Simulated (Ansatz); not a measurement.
## Cl: do energies and stresses tell the same story?

Computed with Ansatz 0.2.0, DFT PBEsol, scalar-relativistic, plane waves, PAW.

Cutoff 420 eV; k points 8×8×4 on the computed 4-atom cell (Γ-centred); Gaussian smearing, width 0.02 eV; no spin polarisation.

Relaxed cell: Cmce, a = 6.896 Å, b = 3.881 Å, c = 8.000 Å, α = 90.00°, β = 90.00°, γ = 90.00°, 4 atoms in the primitive cell.

Energies at zero smearing and pressures from the stress tensor, at volumes with shape and atoms relaxed:
```
V (Å³/atom) E − E(first) (meV/atom) P (GPa)
     25.161                     0.00    0.403
     25.964                    -1.43    0.187
     26.767                    -1.92    0.013
     27.570                    -1.75   -0.084
     28.373                    -1.27   -0.129
```

Task: Check P = −dE/dV between neighbouring volumes, and get the bulk modulus from the pressures alone.

Result: With 1 eV/Å³ = 160.2 GPa:
```
middle V (Å³/atom)  −ΔE/ΔV (GPa) mean P (GPa)
            25.562         0.285         0.295
            26.365         0.098         0.100
            27.168        -0.034        -0.035
            27.971        -0.096        -0.106
```

The two differ by 0.010 GPa at most. The mean of two end pressures misses the average over a step by about ΔV² P″/12, up to 0.006 GPa here; with that taken off 0.012 GPa remains, from the finite cutoff, the mesh or the relaxation's tolerance. Around V = 26.767 Å³/atom, the two neighbours give B = −V ΔP/ΔV = 26.767 × 0.271 / 1.606 = 4.5 GPa, against B0 = 3.7 GPa from the Birch–Murnaghan fit of the energies, which describes these points poorly (B0' = 16.5).

The cell holds molecules, and where no dispersion correction was added their binding is poorly described.